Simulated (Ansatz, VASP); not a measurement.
# Ru in VASP and in Ansatz

```
Ru
1.0
    -1.50203    1.50203    1.50203
     1.50203   -1.50203    1.50203
     1.50203    1.50203   -1.50203
Ru
1
Direct
  0.00000 0.00000 0.00000
```

The cell was built by a generator and needn't be a form met in nature.

Alike in both runs: task relaxation of cell and atoms; functional revPBE; k mesh 15 × 15 × 15; occupations fermi-dirac, width 0.1 eV; no spin polarisation.

|  | VASP | Ansatz |
| --- | --- | --- |
| version | VASP 6.6.1 | Ansatz 0.2.0 |
| potentials or method | VASP PAW PBE potentials, release 64 (Ru_pv) | plane waves (420 eV) with PAW, scalar-relativistic |
| plane-wave cutoff (eV) | 600 | 420 |
| valence electrons in the cell | 14 | 16 |

```csv
,VASP,Ansatz,Ansatz less VASP
relaxed volume (Å³/atom),14.41,14.41,+0.005
relaxed cell length with the largest relative difference (Å),2.655,2.655,+0.0003
energy change over the relaxation (meV/atom),-47,-48,-0.8
```

The two sets of potentials don't hold the same shells in valence.

Caveats: the PAW data sets were made with another functional, which shifts forces and pressure a little (VASP).
